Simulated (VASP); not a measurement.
Wanted: the native input for a VASP 6.6.1 run.

| Item | Value |
| --- | --- |
| Task | single point |
| Functional | PBE |
| Potentials or basis | VASP PAW PBE potentials, release 64 (Hg, S) |
| Cutoff | 520 eV |
| k mesh | 8 × 8 × 8 |
| Occupations | fermi-dirac, width 0.05 eV |
| Spin | no spin polarisation |
| Further INCAR settings | ALGO = Normal; EDIFF = 1e-07; NBANDS = 16 |

The structure of HgS lies in POSCAR:

```
HgS
1.0
    0.0000000000      2.9258500000      2.9258500000
    2.9258500000      0.0000000000      2.9258500000
    2.9258500000      2.9258500000      0.0000000000
Hg S
1 1
Direct
    0.0000000000      0.0000000000      0.0000000000
    0.7500000000      0.7500000000      0.7500000000
```

Measurements of this composition are mostly on another form, of space group No. 152.

The input as run:

INCAR

```
SYSTEM = HgS
PREC = Accurate
ENCUT = 520
EDIFF = 1E-7
ISMEAR = -1
SIGMA = 0.05
LREAL = .FALSE.
LASPH = .TRUE.
NELM = 100
ALGO = Normal
ISIF = 2
LWAVE = .FALSE.
LCHARG = .TRUE.
GGA = PE
LELF = .TRUE.
LVHAR = .TRUE.
NBANDS = 16
```

KPOINTS

```
Automatic mesh
0
G
  8 8 8
  0 0 0
```

Potentials or basis: VASP PAW PBE potentials, release 64 (Hg, S).

Command:

```sh
$ cat potpaw_PBE.64/Hg/POTCAR potpaw_PBE.64/S/POTCAR > POTCAR
$ mpirun -np 1 vasp_std > vasp.out
```

Results of the run:

- Pressure: 4.6 GPa
- Band gap on the k mesh: none (metal or under the smearing width)

Run time: 13 s on 1 thread of Intel(R) Xeon(R) Platinum 8488C (Sapphire Rapids), with other jobs on the host, peak memory 0.18 GiB.
